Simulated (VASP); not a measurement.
# InAs (F-43m) in VASP: settings compared

InAs is run at these levels: PBE, RPBE, PBEsol; tasks: single point, relaxation of cell and atoms.

Everything below comes from runs of VASP 6.6.1. Logs are shortened: lines on timing, memory, paths and dates and some standing lists are left out, and cuts for length are marked.

**Measured values to compare with.**

A printed reference work, data compilation reports, for a bulk crystal of InAs at 4.2 K: band gap 0.418 eV (direct).

The runs below are set against these values where they give the same quantity.

## (1) The cell of the first run

Symmetry: F-43m, No. 216, cubic system. Conventional cell: a = 6.036 Å, b = 6.036 Å, c = 6.036 Å, α = 90.00°, β = 90.00°, γ = 90.00°. In (site symmetry -43m) has 4 As at 2.61 Å within 3.4 Å. Within 3.4 Å of As (site symmetry -43m) lie 4 In at 2.61 Å.

## (2) Single point, PBE

INCAR reads:

```
ALGO     = Normal         # electronic algorithm
EDIFF    = 1E-6           # SCF threshold, eV
ENCUT    = 520            # plane-wave cutoff, eV
GGA      = PE             # functional
ISIF     = 2              # what is computed and relaxed
ISMEAR   = -1             # smearing method
LASPH    = T              # aspherical terms in the spheres
LCHARG   = T              # write CHGCAR
LELF     = T              # ELF
LREAL    = F              # projectors in reciprocal space
LVHAR    = T            
LWAVE    = F              # write WAVECAR
NBANDS   = 16             # bands
NELM     = 80             # most SCF steps
PREC     = Accurate       # precision mode
SIGMA    = 0.03           # smearing width, eV
```

KPOINTS reads:

```
k-points
0
Gamma
  4 4 4
```

POSCAR reads:

```
InAs
1.0
    0.0000000000      3.0180000000      3.0180000000
    3.0180000000      0.0000000000      3.0180000000
    3.0180000000      3.0180000000      0.0000000000
In As
1 1
Direct
    0.0000000000      0.0000000000      0.0000000000
    0.7500000000      0.7500000000      0.7500000000
```

Potentials or basis: VASP PAW PBE potentials, release 64 (In_d, As).

Run with:

```sh
> cat potpaw_PBE.64/In_d/POTCAR potpaw_PBE.64/As/POTCAR > POTCAR
> mpirun -np 1 vasp_std > vasp.out
```

OUTCAR:

```text
EDIFF = 1E-6
   ENCUT = 520
   GGA = PE
   ISIF = 2
   ISMEAR = -1
   LASPH = T
   LREAL = F
   NELM = 80
   PREC = Accurate

 ion  position               nearest neighbor table
   1  0.000  0.000  0.000-   2 2.61   2 2.61   2 2.61   2 2.61
   2  0.750  0.750  0.750-   1 2.61   1 2.61   1 2.61   1 2.61

  LATTYP: Found a face centered cubic cell.
 ALAT       =     6.0360000000

  Lattice vectors:

 A1 = (   0.0000000000,   3.0180000000,   3.0180000000)
 A2 = (   3.0180000000,   0.0000000000,   3.0180000000)
 A3 = (   3.0180000000,   3.0180000000,   0.0000000000)

Analysis of symmetry for initial positions (statically):
=====================================================================
 Subroutine PRICEL returns:
 Original cell was already a primitive cell.

 Routine SETGRP: Setting up the symmetry group for a
 face centered cubic supercell.

 Subroutine GETGRP returns: Found 24 space group operations
 (whereof 24 operations were pure point group operations)
 out of a pool of 48 trial point group operations.

The static configuration has the point symmetry T_d .

Analysis of symmetry for dynamics (positions and initial velocities):
=====================================================================
 Subroutine PRICEL returns:
 Original cell was already a primitive cell.

 Routine SETGRP: Setting up the symmetry group for a
 face centered cubic supercell.

 Subroutine GETGRP returns: Found 24 space group operations
 (whereof 24 operations were pure point group operations)
 out of a pool of 48 trial point group operations.

The dynamic configuration has the point symmetry T_d .

 Subroutine INISYM returns: Found 24 space group operations
 (whereof 24 operations are pure point group operations),
 and found     1 'primitive' translations

----------------------------------------------------------------------------------------

                                     Primitive cell

  volume of cell :      54.9778

  direct lattice vectors                    reciprocal lattice vectors
     0.000000000  3.018000000  3.018000000    -0.165672631  0.165672631  0.165672631
     3.018000000  0.000000000  3.018000000     0.165672631 -0.165672631  0.165672631
     3.018000000  3.018000000  0.000000000     0.165672631  0.165672631 -0.165672631

  length of vectors
     4.268096531  4.268096531  4.268096531     0.286953414  0.286953414  0.286953414

  position of ions in fractional coordinates (direct lattice)
     0.000000000  0.000000000  0.000000000
     0.750000000  0.750000000  0.750000000

  ion indices of the primitive-cell ions
   primitive index   ion index
                 1           1
                 2           2

----------------------------------------------------------------------------------------

 KPOINTS: k-points

Automatic generation of k-mesh.
 Grid dimensions read from file:
 generate k-points for:    4    4    4

 Generating k-lattice:

  Cartesian coordinates                     Fractional coordinates (reciprocal lattice)
    -0.041418158  0.041418158  0.041418158     0.250000000  0.000000000  0.000000000
     0.041418158 -0.041418158  0.041418158     0.000000000  0.250000000  0.000000000
     0.041418158  0.041418158 -0.041418158     0.000000000  0.000000000  0.250000000

  Length of vectors
     0.071738354  0.071738354  0.071738354

  Shift w.r.t. Gamma in fractional coordinates (k-lattice)
     0.000000000  0.000000000  0.000000000

 Subroutine IBZKPT returns following result:
 ===========================================

 Found      8 irreducible k-points:

 Following reciprocal coordinates:
            Coordinates               Weight
  0.000000  0.000000  0.000000      1.000000
  0.250000  0.000000  0.000000      8.000000
  0.500000  0.000000  0.000000      4.000000
  0.250000  0.250000  0.000000      6.000000
  0.500000  0.250000  0.000000     24.000000
 -0.250000  0.250000  0.000000     12.000000
  0.500000  0.500000  0.000000      3.000000
 -0.250000  0.500000  0.250000      6.000000
   k-points           NKPTS =      8   k-points in BZ     NKDIM =      8   number of bands    NBANDS=     16
   number of dos      NEDOS =    301   number of ions     NIONS =      2
   total plane-waves  NPLWV =  32768
   dimension x,y,z NGX =    32 NGY =   32 NGZ =   32
   dimension x,y,z NGXF=    64 NGYF=   64 NGZF=   64
   ions per type =               1   1
   NGX,Y,Z   is equivalent  to a cutoff of  12.46, 12.46, 12.46 a.u.
   NGXF,Y,Z  is equivalent  to a cutoff of  24.93, 24.93, 24.93 a.u.
 SYSTEM =  unknown system
   PREC   = accura    normal or accurate (medium, high low for compatibility)
   ISTART =      0    job   : 0-new  1-cont  2-samecut
   ICHARG =      2    charge: 1-file 2-atom 10-const
   ISPIN  =      1    spin polarized calculation?
   LNONCOLLINEAR =      F non collinear calculations
   LSORBIT =      F    spin-orbit coupling
   LASPH  =      T    aspherical Exc in radial PAW
   ENCUT  =  520.0 eV  38.22 Ry    6.18 a.u.   7.94  7.94  7.94*2*pi/ulx,y,z
   NELM   =     80;   NELMIN=  2; NELMDL= -5     # of ELM steps
   EDIFF  = 0.1E-05   stopping-criterion for ELM
   LREAL  =      F    real-space projection
   EDIFFG = 0.1E-04   stopping-criterion for IOM
   NSW    =      0    number of steps for IOM
   IBRION =     -1    ionic relax: 0-MD 1-quasi-New 2-CG
   NFREE  =      0    steps in history (QN), initial steepest desc. (CG)
   ISIF   =      2    stress and relaxation
   ISYM   =      2    0-nonsym 1-usesym 2-fastsym
   POTIM  = 0.5000    time-step for ionic-motion
   TEBEG  =    0.0;   TEEND  =   0.0 temperature during run
   PSTRESS=    0.0 pullay stress
   NELECT =      18.0000    total number of electrons
   NUPDOWN=      -1.0000    fix difference up-down
   EMIN   =  10.00;   EMAX   =-10.00  energy-range for DOS
   EFERMI =   0.00;   METHOD = LEGACY
   ISMEAR =    -1;   SIGMA  =   0.03  broadening in eV -4-tet -1-fermi 0-gaus
   EFERMI_NEDOS =   21; number of points for ismear=-14 and -15
   IALGO  =     38    algorithm
   IMIX   =      4    mixing-type and parameters
     AMIX     =   0.40;   BMIX     =  1.00
     AMIX_MAG =   1.60;   BMIX_MAG =  1.00
  volume/ion in A,a.u.               =      27.49       185.50
  Fermi-wavevector in a.u.,A,eV,Ry     =   1.128331  2.132236 17.321990  1.273130
  Thomas-Fermi vector in A             =   2.265020
   LORBIT       =      0    0 simple, 1 ext, 2 COOP (PROOUT), +10 PAW based schemes
   GGA     = PE    functional components
   LHFCALC =     F    Hartree Fock is set to
   AEXX    =    0.0000 exact exchange contribution
   IVDW    =     0    specifies the selected vdW correction
   LEPSILON=     F    determine dielectric tensor
   LRPA    =     F    only Hartree local field effects (RPA)
 non-spin polarized calculation
  energy-cutoff  :      520.00
  volume of cell :       54.98
 maximum number of plane-waves:      1480
   NGX = 15   NGY = 15   NGZ = 15

 number of electron      17.9999991 magnetization

 Free energy of the ion-electron system (eV)
  ---------------------------------------------------
  ext. energy  EPLUGINS =         0.00000000
  ---------------------------------------------------
  free energy    TOTEN  =        -7.52675893 eV

  energy without entropy =       -7.52496045  energy(sigma->0) =       -7.52585969

 E-fermi :   4.6244     XC(G=0):  -9.0970

 val. band max:        4.6035083328   @ k =   0.0000   0.0000   0.0000
 cond. band min:       5.5551546816   @ k =   0.5000   0.0000   0.0000
 fundamental gap:      0.9516463488
 Fermi energy:         4.6243596014

 k-point     1 :       0.0000    0.0000    0.0000
  band No.  band energies     occupation
      1      -9.8364      2.00000
      2      -9.8364      2.00000
      3      -9.8364      2.00000
      4      -9.7100      2.00000
      5      -9.7100      2.00000
      6      -7.2931      2.00000
[... 8 lines left out ...]
     15      14.2747      0.00000
     16      14.2747      0.00000

 k-point     2 :       0.2500    0.0000    0.0000
  band No.  band energies     occupation
      1      -9.9016      2.00000
      2      -9.8176      2.00000
      3      -9.8176      2.00000
      4      -9.7088      2.00000
      5      -9.7088      2.00000
      6      -6.6828      2.00000
[... 8 lines left out ...]
     15      13.1499      0.00000
     16      13.1499      0.00000

 k-point     3 :       0.5000    0.0000    0.0000
  band No.  band energies     occupation
      1      -9.9597      2.00000
      2      -9.8045      2.00000
      3      -9.8045      2.00000
      4      -9.7016      2.00000
      5      -9.7016      2.00000
      6      -5.8021      2.00000
[... 8 lines left out ...]
     15      15.3557      0.00000
     16      15.3557      0.00000

 k-point     4 :       0.2500    0.2500    0.0000
  band No.  band energies     occupation
      1      -9.9376      2.00000
      2      -9.7958      2.00000
      3      -9.7958      2.00000
      4      -9.7279      2.00000
      5      -9.6985      2.00000
      6      -6.4814      2.00000
[... 8 lines left out ...]
     15      14.9279      0.00000
     16      15.6552      0.00000

 k-point     5 :       0.5000    0.2500    0.0000
  band No.  band energies     occupation
      1      -9.9827      2.00000
      2      -9.7862      2.00000
      3      -9.7771      2.00000
      4      -9.7259      2.00000
      5      -9.6964      2.00000
      6      -5.5704      2.00000
[... 8 lines left out ...]
     15      15.6216      0.00000
     16      16.1426      0.00000

 k-point     6 :      -0.2500    0.2500    0.0000
  band No.  band energies     occupation
      1      -9.9566      2.00000
      2      -9.7981      2.00000
      3      -9.7941      2.00000
      4      -9.7120      2.00000
      5      -9.7076      2.00000
      6      -5.8907      2.00000
[... 8 lines left out ...]
     15      14.3784      0.00000
     16      16.2117      0.00000

 k-point     7 :       0.5000    0.5000    0.0000
  band No.  band energies     occupation
      1     -10.0191      2.00000
      2      -9.7535      2.00000
      3      -9.7535      2.00000
      4      -9.7493      2.00000
      5      -9.6868      2.00000
      6      -5.2506      2.00000
[... 8 lines left out ...]
     15      16.0783      0.00000
     16      16.8265      0.00000

 k-point     8 :      -0.2500    0.5000    0.2500
  band No.  band energies     occupation
      1      -9.9951      2.00000
      2      -9.7859      2.00000
      3      -9.7610      2.00000
      4      -9.7258      2.00000
      5      -9.7014      2.00000
      6      -5.1976      2.00000
[... 8 lines left out ...]
     15      16.2920      0.00000
     16      16.3777      0.00000

------------------------ aborting loop because EDIFF is reached ----------------------------------------

  FORCE on cell =-STRESS in cart. coord.  units (eV):
  Direction    XX          YY          ZZ          XY          YZ          ZX
  --------------------------------------------------------------------------------------
  -------------------------------------------------------------------------------------
  Total        1.6939752      1.6939752      1.6939752     -0.0000000      0.0000000      0.0000000
  in kB       49.3662257     49.3662257     49.3662257     -0.0000000      0.0000000      0.0000000
  external PRESSURE =      49.3662257 kB  Pullay stress =       0.0000000 kB

 VOLUME and BASIS-vectors are now :
 -----------------------------------------------------------------------------
  energy-cutoff  :      520.00
  volume of cell :       54.98
      direct lattice vectors                 reciprocal lattice vectors
     0.000000000  3.018000000  3.018000000    -0.165672631  0.165672631  0.165672631
     3.018000000  0.000000000  3.018000000     0.165672631 -0.165672631  0.165672631
     3.018000000  3.018000000  0.000000000     0.165672631  0.165672631 -0.165672631

 POSITION                                       TOTAL-FORCE (eV/Angst)
 -----------------------------------------------------------------------------------
      0.00000      0.00000      0.00000        -0.000000     -0.000000     -0.000000
      4.52700      4.52700      4.52700         0.000000      0.000000      0.000000
 -----------------------------------------------------------------------------------
    total drift:                                0.000000      0.000000      0.000000

  FREE ENERGIE OF THE ION-ELECTRON SYSTEM (eV)
  ---------------------------------------------------
  free  energy   TOTEN  =        -7.5267589272 eV

  energy  without entropy=       -7.5249604500  energy(sigma->0) =       -7.52585969
```

Wall time 10 s (1 thread of Intel Xeon 8259CL, shared host); peak memory 0.17 GiB.

Results:

```yaml
Free_energy: -7.5268 eV
Pressure: 4.9 GPa
Band_gap_on_the_k_mesh: zero (filled and empty bands touch)
```

Levels at points of the mesh, in eV from the Fermi level:
```
           k point  band 5  band 6  band 7  band 8  band 9  band 10  band 11  band 12  band 13  band 14
(0.00, 0.00, 0.00)  -14.33  -11.92   -0.20   -0.02   -0.02    -0.02     3.86     3.86     3.86     7.50
(0.50, 0.00, 0.00)  -14.33  -10.43   -5.83   -1.02   -1.02     0.93     4.63     4.63     6.82     9.05
(0.50, 0.50, 0.00)  -14.31   -9.87   -5.90   -2.37   -2.37     1.49     2.03     9.21     9.27     9.27
```

Caveat: the k points lie up to 0.45 Å⁻¹ apart; semilocal functionals underestimate gaps, so a narrow gap can read as zero; spin-orbit coupling is left out, which moves the levels of the heavy elements.

## (3) Single point, RPBE

INCAR reads:

```
SYSTEM = InAs
  PREC = Accurate
  ENCUT = 520
  EDIFF = 1E-6
  ISMEAR = -1
  SIGMA = 0.05
  LREAL = .FALSE.
  LASPH = .TRUE.
  NELM = 100
  ALGO = Normal
  ISIF = 2
  LWAVE = .FALSE.
  LCHARG = .TRUE.
  GGA = RP
  LELF = .TRUE.
  LVHAR = .TRUE.
  NBANDS = 16
```

KPOINTS reads:

```
regular mesh
0
G
  8 8 8
  0 0 0
```

POSCAR is that of step 2.

Potentials or basis: VASP PAW PBE potentials, release 64 (In_d, As).

Run with:

```sh
> cat potpaw_PBE.64/In_d/POTCAR potpaw_PBE.64/As/POTCAR > POTCAR
> mpirun -np 1 vasp_std > vasp.out
```

Run time: 22 s. Hardware: 1 thread of Intel Xeon 8259CL, shared host; peak memory 0.19 GiB.

Results (log left out):

```yaml
Free_energy: -6.9439 eV
Pressure: 6.1 GPa
Band_gap_on_the_k_mesh: zero (filled and empty bands touch)
```

Levels at points of the mesh, in eV from the Fermi level:
| k point | band 7 | band 8 | band 9 | band 10 | band 11 | band 12 |
| --- | --- | --- | --- | --- | --- | --- |
| (0.00, 0.00, 0.00) | -0.10 | -0.06 | -0.06 | -0.06 | 3.90 | 3.90 |
| (0.50, 0.00, 0.00) | -5.80 | -1.05 | -1.05 | 1.01 | 4.67 | 4.67 |
| (0.50, 0.50, 0.00) | -5.87 | -2.38 | -2.38 | 1.60 | 2.09 | 9.30 |

Caveat: the cell stands under pressure; semilocal functionals underestimate gaps, so a narrow gap can read as zero; the PAW data sets were made with another functional, which shifts forces and pressure a little; spin-orbit coupling is left out, which moves the levels of the heavy elements.

(Part 1 of 2 ends here.)
